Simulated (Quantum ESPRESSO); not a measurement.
Crystal: Si.

```xyz
2
Lattice="4.1209 0.0000 0.0000 -2.0605 3.5688 0.0000 0.0000 0.0000 2.6548" Properties=species:S:1:pos:R:3 pbc="T T T"
Si    0.0000    2.3792    1.3274
Si    2.0605    1.1896    1.3274
```

The cell was built by a generator and needn't be a form met in nature.

| Property | Result |
| --- | --- |
| Program | Quantum ESPRESSO 7.5 |
| Task | single point |
| Functional | PBE |
| Potentials or basis | SSSP 1.3 efficiency PBE |
| Cutoff | 748 eV |
| Density cutoff | 5987 eV |
| k mesh | 8 × 8 × 10 |
| Occupations | fermi-dirac, width 0.05 eV |
| Spin | no spin polarisation |

On this cell: pressure 0.0 GPa; largest force under 0.003 eV/Å; band gap on the k mesh none (metal or under the smearing width).

The same run follows on a disturbed copy (atoms moved at random, drawn with an rms of 0.05 Å):

```
Si
1.0
     4.12095    0.00000    0.00000
    -2.06047    3.56885    0.00000
     0.00000    0.00000    2.65479
Si
2
Direct
  0.32001 0.65126 0.49093
  0.67296 0.33918 0.50443
```

**Question.** What does the disturbed cell give?

**Answer.** The energy (extrapolated to zero smearing) moves by +19.3 meV/atom; pressure 0.3 GPa; largest force 0.907 eV/Å; band gap on the k mesh none (metal or under the smearing width).

Forces on the atoms (eV/Å):
```
Si   0.460  0.782  0.013
Si  -0.460 -0.782 -0.013
```

Stress tensor (GPa, compression positive):
```
 4.52  2.01 -0.07
 2.01 -2.67 -0.12
-0.07 -0.12 -0.84
```
